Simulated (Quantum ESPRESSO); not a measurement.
## CuO: phonons with PBE+D3(BJ)

Crystal: CuO.

```
Cu O
1.0
     2.55255    0.00000    0.00000
     0.00000    2.55255    0.00000
     0.00000    0.00000    2.55255
Cu O
1 1
Direct
  0.00000 0.00000 0.00000
  0.50000 0.50000 0.50000
```

Measurements of this composition are mostly on another form, of space group No. 15.

- Program: Quantum ESPRESSO 7.5
- Task: phonons
- Functional: PBE
- Dispersion: D3(BJ)
- Potentials or basis: SSSP 1.3 efficiency PBE
- Cutoff: 748 eV
- Density cutoff: 5987 eV
- k mesh: 10 × 10 × 10
- Occupations: cold, width 0.2 eV
- Spin: no spin polarisation
- Mixing beta: 0.5
- Most SCF iterations: 120
- SCF threshold: 4e-10 Ry

* Relaxed volume: 8.84 Å³/atom
* Relaxed cell: a = 2.605 Å, b = 2.605 Å, c = 2.605 Å, α = 90.00°, β = 90.00°, γ = 90.00°
* Space group after relaxing (to 0.05 Å): Pm-3m (No. 221)
* Pressure after relaxing: 0.2 GPa
* Band gap on the k mesh: none (metal or under the smearing width)
* Highest phonon frequency at Γ: 170 cm⁻¹

Step by step:
| step | energy change (eV) | largest force (eV/Å) | pressure (GPa) | volume (Å³) |
| --- | --- | --- | --- | --- |
| 1 | 0.0000 | 0.0000 | 13.61 | 16.63 |
| 2 | -0.0413 | 0.0000 | -1.42 | 17.81 |
| 3 | -0.0419 | 0.0000 | -0.18 | 17.69 |
| 4 | -0.0419 | 0.0000 | 0.00 | 17.68 |

Final structure:
```yaml
crystal:
  lattice:
    - [2.60494, 0.00000, 0.00000]
    - [0.00000, 2.60494, 0.00000]
    - [0.00000, 0.00000, 2.60494]
  atoms:
    - { symbol: Cu, position: [0.00000, 0.00000, 0.00000] }
    - { symbol: O, position: [0.50000, 0.50000, 0.50000] }
```

Levels at points of the mesh, in eV from the Fermi level:
```
              k point  band 6  band 7  band 8  band 9  band 10  band 11  band 12  band 13
   (0.00, 0.00, 0.00)   -1.94   -1.63   -1.63   -1.63     0.85    15.84    15.84    20.04
  (0.00, 0.00, -0.50)   -1.56   -1.15    0.41    0.41     6.56     8.10    17.73    17.91
 (0.00, -0.50, -0.50)   -2.10   -2.10   -1.17   -0.96     5.29    11.56    11.56    17.38
(-0.50, -0.50, -0.50)   -1.14    0.32    0.32    0.32     7.00     7.00     7.00    13.39
```

Phonon frequencies in cm⁻¹ (negative: imaginary):
```
              q point        frequencies
(0.000, 0.000, 0.000)  4 4 4 170 170 170
```

Optical modes at Γ, degenerate ones joined:
```
cm⁻¹  components  symmetry  active in
 170           3       T1u         IR
```

Run time: 4.3 min on 1 thread of Arm Neoverse V1 (shared host), peak memory 0.13 GiB.

Caveat: the mesh is thin for the phonons of a metal; an odd number of electrons without spin polarisation forces a metal; a magnetic or distorted state may lie lower; the run has no spin polarisation, though such a crystal can be magnetic; semilocal functionals often make such compounds metallic where correlation or magnetic order opens a gap, which also shifts bond lengths; pairwise dispersion overbinds metals, which lowers pressure and volume. With open d or f shells a metallic result of PBE can be an artefact of self-interaction; +U or a hybrid may open a gap.
